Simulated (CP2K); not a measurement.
TiC:

```
Ti C
1.0
     3.06279    0.00000    0.00000
     1.53139    2.65245    0.00000
     1.53139    0.88415    2.50076
Ti C
1 1
Cartesian
  0.0000 0.0000 0.0000
  3.0628 1.7683 1.2504
```

The cell is a database's computed one.

Base run:

- Program: CP2K 2026.2
- Functional: PBEsol
- Potentials or basis: POTENTIAL_UZH Ti GTH-PBE-q12, C GTH-PBE-q4; TZVP-MOLOPT-PBE-GTH basis
- Density cutoff: 6123 eV
- k mesh: 11 × 11 × 11
- Occupations: fermi-dirac, width 0.01 eV
- Spin: no spin polarisation

Its results: band gap on the k mesh none (metal or under the smearing width); pressure -5.5 GPa.

Q: The run is repeated on the same cell with these changes: functional from PBEsol to PBE; occupations from fermi-dirac, width 0.01 eV to fermi-dirac, width 0.1 eV. What comes out?

A: Band gap on the k mesh none (metal or under the smearing width); pressure 0.8 GPa.

Caveats: the basis of atomic orbitals isn't converged, which shifts pressures, moduli and gaps; the potentials were made for another functional, which shifts forces and pressure (some runs).

Not every run made on this cell is shown here.
